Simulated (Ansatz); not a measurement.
Crystal: C.

```xyz
8
Lattice="2.5221 0.0000 0.0000 -1.2611 2.1842 0.0000 0.0000 0.0000 8.2371" Properties=species:S:1:pos:R:3 pbc="T T T"
C     1.2611    0.7281    6.9501
C     0.0000    1.4561    2.8315
C     1.2611    0.7281    5.4056
C     0.0000    1.4561    1.2870
C     0.0000    0.0000    7.4649
C     0.0000    0.0000    3.3463
C     0.0000    0.0000    4.8908
C     0.0000    0.0000    0.7722
```

This is a hexagonal form of diamond, not graphite.

```yaml
Program: Ansatz 0.2.0
Task: relaxation of cell and atoms
Functional: PBE
Potentials_or_basis: Ansatz PAW
Cutoff: "420 eV (not typed: the program's choice for these potentials)"
k_mesh: 12 × 12 × 4
Occupations: fermi-dirac, width 0.05 eV
Spin: no spin polarisation
```

At the start: volume 5.67 Å³/atom.

Where does the relaxation end?

It ends after 7 steps and the volume is 5.70 Å³/atom (+0.5 %); space group P6_3/mmc (No. 194, to 0.05 Å).

Step by step:
```
step  energy change (eV)  largest force (eV/Å)  volume (Å³)
   1              0.0000                0.3294        45.38
   2             -0.0139                0.3603        45.51
   3             -0.0180                0.1892        45.55
   4             -0.0190                0.0008        45.59
   5             -0.0206                0.0013        45.59
   6             -0.0206                0.0002        45.60
   7             -0.0206                0.0002        45.60
```

Final structure:
```yaml
crystal:
  lattice:
    - [2.51803, 0.00000, 0.00000]
    - [-1.25901, 2.18068, 0.00000]
    - [0.00000, 0.00000, 8.30459]
  atoms:
    - { symbol: C, position: [0.66667, 0.33333, 0.84447] }
    - { symbol: C, position: [0.33333, 0.66667, 0.34447] }
    - { symbol: C, position: [0.66667, 0.33333, 0.65553] }
    - { symbol: C, position: [0.33333, 0.66667, 0.15553] }
    - { symbol: C, position: [0.00000, 0.00000, 0.90703] }
    - { symbol: C, position: [0.00000, 0.00000, 0.40703] }
    - { symbol: C, position: [0.00000, 0.00000, 0.59297] }
    - { symbol: C, position: [0.00000, 0.00000, 0.09297] }
```

Caveat: the plane-wave basis is chosen anew once the cell has moved, so the energies of steps on either side of that aren't comparable; the pressure holds a Pulay correction of +1.0 GPa for the finite cutoff.
